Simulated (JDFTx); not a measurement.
Runs of JDFTx 1.7.0 (patched build) on TiB2. Symmetry: P6/mmm, No. 191, hexagonal system. The conventional cell has a = 3.029 Å, b = 3.029 Å, c = 3.228 Å, α = 90.00°, β = 90.00°, γ = 120.00°. Ti (site symmetry 6/mmm) is surrounded by 12 B at 2.38 Å. B (site symmetry -6m2) is surrounded by 3 B at 1.75 Å. 

```tsv
task	level	potentials or basis	cell	k mesh	cutoff (eV)	smearing	band ratio of the Davidson solver	max SCF steps	SCF threshold on the energy	solver of the electrons	further solve for the empty bands	mesh quality	gap on the mesh (eV)	pressure (GPa)
single point	LDA	PseudoDojo-SR-LDA-0.4.1-standard with smoothed tails	as given	10 × 10 × 8	1143	fermi-dirac 0.05 eV	-	100	1e-09 Ha	scf	yes	not flagged	none	-11.1
single point	RPBE	PseudoDojo-SR-PBE-0.5-standard with smoothed tails	as given	10 × 10 × 8	1143	fermi-dirac 0.05 eV	-	100	1e-09 Ha	scf	yes	not flagged	none	2.8
single point	revPBE	PseudoDojo-SR-PBE-0.5-standard with smoothed tails	as given	10 × 10 × 8	1143	fermi-dirac 0.05 eV	-	100	1e-09 Ha	scf	yes	not flagged	none	2.1
single point	LDA	PseudoDojo-SR-LDA-0.4.1-standard with smoothed tails	as given	10 × 10 × 8	1143	gaussian 0.1 eV	-	100	1e-09 Ha	scf	yes	not flagged	none	-11.1
relaxation of cell and atoms	r2SCAN	SG15-PBE-1.2 with smoothed tails	relaxed	6 × 6 × 5	1088	fermi-dirac 0.05 eV	-	100	1e-09 Ha	scf	no	coarse	none	0.0
single point	PBEsol	PseudoDojo-SR-PBEsol-0.4.1-standard with smoothed tails	as given	10 × 10 × 8	1143	fermi-dirac 0.05 eV	-	100	1e-09 Ha	scf	yes	not flagged	none	(a)
```

Alike in all rows: no spin polarisation.

Question: Fill in the values left out.

Answer: (a) -4.7.

Caveats: some runs use coarse meshes; the empty levels aren't tightly converged (some runs); the potentials were made for another functional, which shifts forces and pressure (some runs).

A gap of «none» marks a metal or a gap under the smearing width.

Runs at the PBE level aren't shown here.
